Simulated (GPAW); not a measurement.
Crystal: Pt.

```
Pt
1.0
     0.00000    1.96090    1.96090
     1.96090    0.00000    1.96090
     1.96090    1.96090    0.00000
Pt
1
Direct
  0.00000 0.00000 0.00000
```

Base run:

| Item | Value |
| --- | --- |
| Program | GPAW 26.7.0 |
| Functional | SCAN |
| Potentials or basis | GPAW PAW data sets (gpaw-data 1.2.1) |
| Cutoff | 600 eV |
| Basis | pw |
| k mesh | 9 × 9 × 9 |
| Occupations | fermi-dirac, width 0.05 eV |
| Spin | spin-orbit coupling, no magnetisation |

Its results: pressure -3.0 GPa.

The run is repeated on the same cell with these changes: functional from SCAN to TPSS; band points from 80 to 60. What comes out?

Pressure 2.7 GPa.

Caveats: spin-orbit coupling was added after a scalar SCF, so levels and gaps hold it while energy, forces, pressure and moments don't; the PAW data sets were made with another functional, which shifts forces and pressure a little.
